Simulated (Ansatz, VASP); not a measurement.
SrTiO3: VASP beside Ansatz

```
Sr Ti O
1.0
     3.90528    0.00000    0.00000
     0.00000    3.90528    0.00000
     0.00000    0.00000    3.90528
Sr Ti O
1 1 3
Direct
  0.50000 0.50000 0.50000
  0.00000 0.00000 0.00000
  0.50000 0.00000 0.00000
  0.00000 0.50000 0.00000
  0.00000 0.00000 0.50000
```

Alike in both runs: task single point; functional PBE; k mesh 6 × 6 × 6; occupations gaussian, width 0.1 eV; collinear spin.

|  | VASP | Ansatz |
| --- | --- | --- |
| version | VASP 6.6.1 | Ansatz 0.2.0 |
| potentials or method | VASP PAW PBE potentials, release 64 (Sr_sv, Ti_sv, O) | scalar-relativistic, plane waves, PAW |
| plane-wave cutoff (eV) | 520 | 420 |
| valence electrons in the cell | 40 | 40 |

```csv
,VASP,Ansatz,Ansatz less VASP
gap on the k mesh at the Fermi level (eV),1.86,1.89,+0.030
least direct gap on the mesh (eV),2.21,2.23,+0.020
pressure (GPa),4.9,4.3,-0.65
net moment per atom (μB),0.00,0.00,0.000
```

Ansatz warned: «seeded_moment_not_kept».

A k mesh can miss the band edges. A hybrid or GW would open this gap; PBE tends to underestimate it.
